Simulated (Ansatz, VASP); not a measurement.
# One calculation of Sb, two programs

```xyz
1
Lattice="-1.5200 1.5200 2.4800 1.5200 -1.5200 2.4800 1.5200 1.5200 -2.4800" Properties=species:S:1:pos:R:3 pbc="T T T"
Sb    0.0000    0.0000    0.0000
```

Change from the starting cell: equal xx and yy strain of +1 %.

Alike in both runs: task single point; functional PBE; k mesh 19 × 19 × 19; occupations fermi-dirac, width 0.05 eV; no spin polarisation.

```csv
,VASP,Ansatz
version,VASP 6.6.1,Ansatz 0.2.0
potentials or method,"VASP PAW PBE potentials, release 64 (Sb), cutoff 520 eV","all-electron LAPW, scalar-relativistic"
```

```csv
,VASP,Ansatz,Ansatz less VASP
pressure (GPa),16.4,16.5,+0.06
largest component of the traceless stress (GPa),0.85,0.78,-0.066
```

Ansatz ran all-electron here, so the differences hold the error of VASP's frozen core and of both bases.

Caveats: so large a pressure means that the cell lies far from this level's equilibrium, or that cutoff or potentials fall short (VASP). Spin-orbit coupling is left out, which matters for the levels of Sb.
